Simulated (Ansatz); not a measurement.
**CuO: response to a displaced atom**

Aim: deform CuO (atom 1 (Cu) moved by (0.200, 0.000, 0.000) Å) and compute stress, forces and field gradients with LAPW, PAW and all-electron datasets made for the crystal.

Method: DFT PBE, scalar-relativistic, in Ansatz 0.2.0.

1 further run of the same task is left out (set aside as unsound or not needed).

## 1. The structure to begin with

It takes space group Pm-3m (No. 221, cubic). Conventional cell: a = 2.637 Å, b = 2.637 Å, c = 2.637 Å, α = 90.00°, β = 90.00°, γ = 90.00°. Cu (site symmetry m-3m) is surrounded by 8 O at 2.28 Å. O (site symmetry m-3m) is surrounded by 8 Cu at 2.28 Å.

Structure file:

```
CELL_PARAMETERS angstrom
2.63683 0.00000 0.00000
0.00000 2.63683 0.00000
0.00000 0.00000 2.63683
ATOMIC_POSITIONS crystal
Cu 0.00000 0.00000 0.00000
O 0.50000 0.50000 0.50000
```

Atoms are numbered in the order of the input: Cu1, O2.

## 2. The deformed structure

Space group Pm-3m before, P4mm after.

## 3. All-electron LAPW

Contents of input.yaml:

```yaml
crystal:
  lattice:
    - [2.6368332336, 0.0, 0.0]
    - [0.0, 2.6368332336, 0.0]
    - [0.0, 0.0, 2.6368332336]
  atoms:
    - { symbol: Cu, position: [0.0758485586, 0.0, 0.0] }
    - { symbol: O, position: [0.5, 0.5, 0.5] }
kpoints:
  mp_grid: { grid: [12, 12, 12] }
scf:
  occupations: { method: fermi_dirac, width: 0.08 }
hamiltonian:
  xc: pbe
  pseudopotentials: { kind: all_electron, lapw: { basis_error: 0.00025 } }
output:
  forces: true
  stress: true
  eigenvalues: true
```

The run is started by

```
$ ansatz run input.yaml --threads 1 --pin off --max-ram 2048MiB --backend cpu --events-out ev --progress --plain --runs-dir out
```

## 4. PAW on the default files

input.yaml, as its differences from that of step 3:

```diff
@@ -14,3 +14,3 @@
   xc: pbe
-  pseudopotentials: { kind: all_electron, lapw: { basis_error: 0.00025 } }
+  pseudopotentials: { kind: paw }
 output:
@@ -19 +19,2 @@
   eigenvalues: true
+  efg: { contact_densities: true }
```

## 5. All-electron PAW on datasets made for the crystal

input.yaml, as its differences from that of step 4:

```diff
@@ -14,3 +14,3 @@
   xc: pbe
-  pseudopotentials: { kind: paw }
+  pseudopotentials: { kind: all_electron, datasets: crystal }
 output:
```

(Steps that only read results are left out.)

**Question.** What will these runs give? Wanted: pressure; largest shear or deviatoric stress; force on Cu1 along the move.

As calculated:

```
                                 quantity                                           value
                                 pressure  LAPW 2.54, PAW 2.57, crystal datasets 2.54 GPa
largest shear or deviatoric stress (LAPW)                                        0.23 GPa
              force on Cu1 along the move                                      0.016 eV/Å
```

What this shows: The force on Cu1 points along the move, so the given place is unstable along this direction at this level. No run of the undeformed cell stands beside it, so the pressure holds what the given cell had before the change. PAW: stress within 0.04 GPa of LAPW. Crystal datasets: stress within 0.01 GPa of LAPW. CuO has an odd count of electrons, so a run without spin can force a false metal and spoil its energy. No U acts on the open 3d shell, so the metal found here may be the functional's error.
